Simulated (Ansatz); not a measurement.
# AlRu (Pm-3m) in Ansatz: notebook

Runs on AlRu. Level: PBEsol. Tasks: single point, equation of state.

Everything below comes from runs of Ansatz 0.2.0. Logs are shortened: lines on timing, memory, paths and dates and some standing lists are left out, and cuts for length are marked.

## (1) The structure

The structure is cubic, space group Pm-3m (No. 221). The conventional cell has a = 2.992 Å, b = 2.992 Å, c = 2.992 Å, α = 90.00°, β = 90.00°, γ = 90.00°. Around Ru (site symmetry m-3m) lie 8 Al at 2.59 Å. Around Al (site symmetry m-3m) lie 8 Ru at 2.59 Å.

## (2) Single point, PBEsol, 12.58 Å³/atom (volume scaled by 0.94)

input.yaml

```yaml
crystal:
  lattice:
    - [2.9305298028, 0.0, 0.0]
    - [0.0, 2.9305298028, 0.0]
    - [0.0, 0.0, 2.9305298028]
  atoms:
    - { symbol: Ru, position: [0.5, 0.5, 0.5] }
    - { symbol: Al, position: [0.0, 0.0, 0.0] }
kpoints:
  mp_grid: { grid: [9, 9, 9] }
scf:
  occupations: { method: fermi_dirac, width: 0.05 }
hamiltonian:
  xc: pbesol
  pseudopotentials: { kind: all_electron, lapw: { basis_error: 0.001 } }
output:
  forces: true
  stress: true
  eigenvalues: true
```

Potentials or basis: all-electron LAPW, scalar-relativistic.

On the command line:

```
$ ansatz run input.yaml --threads 1 --pin off --max-ram 3072MiB --backend cpu --events-out ev --progress --plain --runs-dir out
```

Standard output:

```text
Warning: RAYON_NUM_THREADS=1 ignored (pool sized by the plan → 1); use --threads N
LAPW: plane waves up to 8.152 Å⁻¹, error target 1.0e-3 eV per atom; small_component_spin mean_spin; Al in spheres of 1.148 Å, 11 of its electrons in bands, Dirac shells []; Ru in spheres of 1.390 Å, 26 of its electrons in bands, Dirac shells [] (how accurate: hamiltonian.pseudopotentials.lapw.basis_error, Limitations)
Engine: ansatz 0.2.0, x86_64-unknown-linux-gnu
Pseudopotentials: kind: all_electron
Pseudopotential: Ru, LAPW, valence charge 26, lapw/all_electron/scalar/gaussian/Ru, Koelling and Harmon's equation, gaussian nucleus
Pseudopotential: Al, LAPW, valence charge 11, lapw/all_electron/scalar/gaussian/Al, Koelling and Harmon's equation, gaussian nucleus
Functional definition: PBEsol
  exchange = pbesol_x
  correlation = pbesol_c
Crystal: 2 atoms, lattice volume = 25.167 Å³
Basis set: ecut = 253.16379518797024 eV, 251 PW (Γ), exchange–correlation at level 2
Bands: 23, of which v1, the nominal top of the filled ones, is band 19 counted from 1 (18 counted from 0)
Symmetry: 48 space group operations
Space group: Pm-3m (ITA 221), of the structure as read, at distance tolerance 2.9e-5 Å
k-points: 35 of 729
Non-local potential: Ru, projectors of the file, none
Non-local potential: Al, projectors of the file, none
Initial density: superposition of atomic densities (chi_scale 0.1, normalization cell, long waves kept (reshape's long-wave potential 0.00 eV rms))
Initial wavefunctions: plane waves of lowest kinetic energy (no species holds an atomic orbital)
Functional: x = pbesol(κ = 0.804, μ = 0.12345679012345678), c = pbesol(β = 0.046)
iter 1 solved again at ethr=8.51e-4 eV; its pass at ethr=1.00e-1 eV (dr2=3.15e-1 eV) is discarded
SCF iter   1: F=—  HF=-129829.522868 eV  |F-HF|=—  |Δ(HF+E_count)|=         —  Δρ=3.94e-2  dr2=3.16e-1  ethr=8.51e-4  ⟨swp⟩=2.3  Hψ=5327  notcnv=0
preconditioner: auto → none  [metal: Δε(μ)=0.107 eV  Ē_g=9.331 eV  σ=0.050 eV  W_gap=0.44  n_scr=6 (ndim 8)  ℏωp=24.5 eV  f_vac=0.000  D(μ)=0.98/eV (n_scr^D=6)  sad-step TF]
SCF iter   2: F=—  HF=-129829.136447 eV  |F-HF|=—  |Δ(HF+E_count)|=   3.86e-1  Δρ=2.82e-2  dr2=3.05e-1  ethr=8.51e-4  ⟨swp⟩=3.0  Hψ=2556  notcnv=0
iter 3 solved again at ethr=3.19e-5 eV; its pass at ethr=8.24e-4 eV (dr2=1.18e-2 eV) is discarded
SCF iter   3: F=—  HF=-129828.829722 eV  |F-HF|=—  |Δ(HF+E_count)|=   3.07e-1  Δρ=8.98e-3  dr2=1.18e-2  ethr=3.19e-5  ⟨swp⟩=2.0  Hψ=3878  notcnv=0
SCF iter   4: F=—  HF=-129828.818470 eV  |F-HF|=—  |Δ(HF+E_count)|=         —  Δρ=1.71e-3  dr2=9.71e-4  ethr=3.19e-5  ⟨swp⟩=2.0  Hψ=2264  notcnv=0
the basis was enlarged: its passes take 581.0 KiB over the memory plan, 1 of 1 planned eigensolver slots
SCF iter   5: F=—  HF=-129828.817112 eV  |F-HF|=—  |Δ(HF+E_count)|=   1.36e-3  Δρ=1.64e-4  dr2=3.00e-6  ethr=2.62e-6  ⟨swp⟩=2.0  Hψ=2265  notcnv=0
SCF iter   6: F=—  HF=-129828.817107 eV  |F-HF|=—  |Δ(HF+E_count)|=   4.57e-6  Δρ=2.49e-5  dr2=5.91e-8  ethr=8.10e-9  ⟨swp⟩=2.5  Hψ=2298  notcnv=0
SCF iter   7: F=-129828.817107 eV  HF=-129828.817107 eV  |F-HF|=2.84e-8  |Δ(HF+E_count)|=   3.41e-8  Δρ=6.14e-6  dr2=9.51e-9  ethr=1.60e-10  ⟨swp⟩=2.3  Hψ=2287  notcnv=0
SCF 1 converged in 7 iterations: F = -129828.817107 eV  dr2 = 9.51e-9
SCF converged after 7 iterations
Free energy (F): -129828.817107 eV
Harris-Foulkes:  -129828.817107 eV  (|F-HF|=2.84e-8)
Internal energy: -129828.803280 eV  (E = F + TS)
E sigma→0 (E₀):  -129828.810193 eV
Entropy (-TS):   -0.013827 eV (-6.914 meV/atom)
Fermi energy:    19.580082 eV
--- Per-component energies (eV) ---
  E_band       = -2968.101805
  E_kinetic    = 134749.301670
  E_xc         = -4076.270504
  E_electrostatic = -260501.834446  (all electrons and nuclei)
  E_smearing   = -0.013827  (= −TS)
  E_closure    = 0.000000  (closes the sum)
  E_atoms      = -129813.334980  (free atoms, spherical and without spin; not in F)
  Σ components = -129828.817107   (vs F -129828.817107, Δ=0.00e0)
  Basis errors (estimates in eV, not in F): energy 2.7e-4 per atom: plane waves 2.3e-4 (1.2e-4 summed), levels above the bands 2.0e-83, relativity 1.5e-8, radial functions 4.6e-5, core shells 3.3e-7; eigenvalues (radial functions only) 2.4e-6; not estimated: angular momenta, meshes, grids; target (lapw.basis_error) 1.0e-3; muffin-tin radii Al 1.148 Å, Ru 1.390 Å
--- Forces (eV/Å), atoms counted from 1 ---
  atom   1  Ru     0.00000000    -0.00000000     0.00000000
  atom   2  Al    -0.00000000     0.00000000     0.00000000
  max |Σ_I F_I| component: 2.76e-30 eV/Å
--- Stress (GPa, compression-positive) ---
       11.155268       0.000000       0.000000
        0.000000      11.155268       0.000000
        0.000000       0.000000      11.155268
  P = ⅓ Tr σ = 11.1553 GPa (111.553 kbar)
--- Band table (eV; the first three rows and the last of 35) ---
  k-point 0: bands = ["-248.8851", "-248.8851", "-248.8509", "-248.8509", "-248.8509", "-81.8497", "-52.1069", "-43.5248", "-43.5248", "-43.5248", "-22.0702", "-22.0702", "-22.0702", "9.6217", "15.7174", "15.7174", "19.8530", "19.8530", "19.8530", "26.0264", "26.0264", "26.0264", "31.0376"]
  k-point 1: bands = ["-248.8851", "-248.8851", "-248.8509", "-248.8509", "-248.8509", "-81.8497", "-52.1045", "-43.5257", "-43.5246", "-43.5246", "-22.1018", "-22.0676", "-22.0676", "9.8708", "15.8064", "15.8106", "19.5438", "19.5438", "19.8848", "24.9893", "26.5162", "26.5162", "30.4418"]
  k-point 2: bands = ["-248.8851", "-248.8851", "-248.8509", "-248.8509", "-248.8509", "-81.8494", "-52.0985", "-43.5282", "-43.5244", "-43.5244", "-22.1814", "-22.0611", "-22.0611", "10.5871", "15.9190", "16.0451", "18.8931", "18.8931", "19.9668", "23.3394", "27.7077", "27.7077", "29.1574"]
  k-point 34: bands = ["-248.8851", "-248.8851", "-248.8509", "-248.8509", "-248.8509", "-81.8477", "-52.0468", "-43.5323", "-43.5323", "-43.5323", "-22.2671", "-22.2665", "-22.2665", "14.5600", "14.7820", "14.7820", "20.9477", "20.9477", "22.8385", "23.0515", "24.3408", "24.3408", "28.9883"]
```

It took 15 s on 1 thread of Intel Xeon at 2.50GHz (Skylake/Cascade Lake), shared host; peak memory 0.31 GiB.

What came out:

- Free energy: -129828.8171 eV
- Pressure: 11.2 GPa
- Band gap on the k mesh: none (metal or under the smearing width)

## (3) Single point, PBEsol, 12.85 Å³/atom (volume scaled by 0.96)

input.yaml, as its differences from that of step 2:

```diff
@@ -2,5 +2,5 @@
   lattice:
-    - [2.9305298028, 0.0, 0.0]
-    - [0.0, 2.9305298028, 0.0]
-    - [0.0, 0.0, 2.9305298028]
+    - [2.9511680166, 0.0, 0.0]
+    - [0.0, 2.9511680166, 0.0]
+    - [0.0, 0.0, 2.9511680166]
   atoms:
```

Potentials or basis: all-electron LAPW, scalar-relativistic.

On the command line:

```
$ ansatz run input.yaml --threads 1 --pin off --max-ram 3072MiB --backend cpu --events-out ev --progress --plain --runs-dir out
```

Run time: 14 s. Hardware: 1 thread of Intel Xeon at 2.50GHz (Skylake/Cascade Lake), shared host; peak memory 0.31 GiB.

It converged, with:

- Free energy: -129828.8452 eV
- Pressure: 5.8 GPa
- Band gap on the k mesh: none (metal or under the smearing width)

## (4) Single point, PBEsol, 13.12 Å³/atom (volume scaled by 0.98)

input.yaml, as its differences from that of step 3:

```diff
@@ -2,5 +2,5 @@
   lattice:
-    - [2.9511680166, 0.0, 0.0]
-    - [0.0, 2.9511680166, 0.0]
-    - [0.0, 0.0, 2.9511680166]
+    - [2.9715215427, 0.0, 0.0]
+    - [0.0, 2.9715215427, 0.0]
+    - [0.0, 0.0, 2.9715215427]
   atoms:
```

On the command line:

```
$ ansatz run input.yaml --threads 1 --pin off --max-ram 3072MiB --backend cpu --events-out ev --progress --plain --runs-dir out
```

Wall time 14 s (1 thread of Intel Xeon at 2.50GHz (Skylake/Cascade Lake), shared host); peak memory 0.31 GiB.

The run converged. Its results:

- Free energy: -129828.8563 eV
- Pressure: 1.0 GPa
- Band gap on the k mesh: none (metal or under the smearing width)

## (5) Single point, PBEsol, 13.39 Å³/atom

input.yaml, as its differences from that of step 4:

```diff
@@ -2,5 +2,5 @@
   lattice:
-    - [2.9715215427, 0.0, 0.0]
-    - [0.0, 2.9715215427, 0.0]
-    - [0.0, 0.0, 2.9715215427]
+    - [2.9916, 0.0, 0.0]
+    - [0.0, 2.9916, 0.0]
+    - [0.0, 0.0, 2.9916]
   atoms:
```

On the command line:

```
$ ansatz run input.yaml --threads 1 --pin off --max-ram 3072MiB --backend cpu --events-out ev --progress --plain --runs-dir out
```

It took 14 s on 1 thread of Intel Xeon at 2.50GHz (Skylake/Cascade Lake), shared host; peak memory 0.31 GiB.

The run converged. Its results:

| Quantity | Value |
| --- | --- |
| Free energy | -129828.8521 eV |
| Pressure | -3.4 GPa |
| Band gap on the k mesh | none (metal or under the smearing width) |

## (6) Single point, PBEsol, 13.65 Å³/atom (volume scaled by 1.02)

input.yaml, as its differences from that of step 5:

```diff
@@ -2,5 +2,5 @@
   lattice:
-    - [2.9916, 0.0, 0.0]
-    - [0.0, 2.9916, 0.0]
-    - [0.0, 0.0, 2.9916]
+    - [3.0114124979, 0.0, 0.0]
+    - [0.0, 3.0114124979, 0.0]
+    - [0.0, 0.0, 3.0114124979]
   atoms:
```

Potentials or basis: all-electron LAPW, scalar-relativistic.

On the command line:

```
$ ansatz run input.yaml --threads 1 --pin off --max-ram 3072MiB --backend cpu --events-out ev --progress --plain --runs-dir out
```

It took 13 s on 1 thread of Intel Xeon at 2.50GHz (Skylake/Cascade Lake), shared host; peak memory 0.31 GiB.

Results (log left out):

| Property | Result |
| --- | --- |
| Free energy | -129828.8343 eV |
| Pressure | -7.2 GPa |
| Band gap on the k mesh | none (metal or under the smearing width) |

## (7) Single point, PBEsol, 13.92 Å³/atom (volume scaled by 1.04)

input.yaml, as its differences from that of step 6:

```diff
@@ -2,5 +2,5 @@
   lattice:
-    - [3.0114124979, 0.0, 0.0]
-    - [0.0, 3.0114124979, 0.0]
-    - [0.0, 0.0, 3.0114124979]
+    - [3.0309676725, 0.0, 0.0]
+    - [0.0, 3.0309676725, 0.0]
+    - [0.0, 0.0, 3.0309676725]
   atoms:
```

On the command line:

```
$ ansatz run input.yaml --threads 1 --pin off --max-ram 3072MiB --backend cpu --events-out ev --progress --plain --runs-dir out
```

Run time: 14 s. Hardware: 1 thread of Intel Xeon at 2.50GHz (Skylake/Cascade Lake), shared host; peak memory 0.31 GiB.

Results (log left out):

```
Free energy            : -129828.8041 eV
Pressure               : -10.7 GPa
Band gap on the k mesh : none (metal or under the smearing width)
```

## (8) Single point, PBEsol, 14.19 Å³/atom (volume scaled by 1.06)

input.yaml, as its differences from that of step 7:

```diff
@@ -2,5 +2,5 @@
   lattice:
-    - [3.0309676725, 0.0, 0.0]
-    - [0.0, 3.0309676725, 0.0]
-    - [0.0, 0.0, 3.0309676725]
+    - [3.0502737196, 0.0, 0.0]
+    - [0.0, 3.0502737196, 0.0]
+    - [0.0, 0.0, 3.0502737196]
   atoms:
```

On the command line:

```
$ ansatz run input.yaml --threads 1 --pin off --max-ram 3072MiB --backend cpu --events-out ev --progress --plain --runs-dir out
```

Run time: 14 s. Hardware: 1 thread of Intel Xeon at 2.50GHz (Skylake/Cascade Lake), shared host; peak memory 0.3 GiB.

The run converged. Its results:

* Free energy: -129828.7630 eV
* Pressure: -13.8 GPa
* Band gap on the k mesh: none (metal or under the smearing width)

## (9) Equation of state, PBEsol

Potentials or basis: all-electron LAPW, scalar-relativistic.

This step only gathers the single runs of the series.

Results:

| Item | Value |
| --- | --- |
| Equilibrium volume | 13.18 Å³/atom |
| Bulk modulus | 220 GPa |
| Pressure derivative of the bulk modulus | 4.4 |

Energy against volume, from the lowest point:
| volume (Å³/atom) | energy (meV/atom) |
| --- | --- |
| 12.584 | 19.61 |
| 12.851 | 5.54 |
| 13.119 | 0.00 |
| 13.387 | 2.10 |
| 13.655 | 11.03 |
| 13.922 | 26.10 |
| 14.190 | 46.66 |
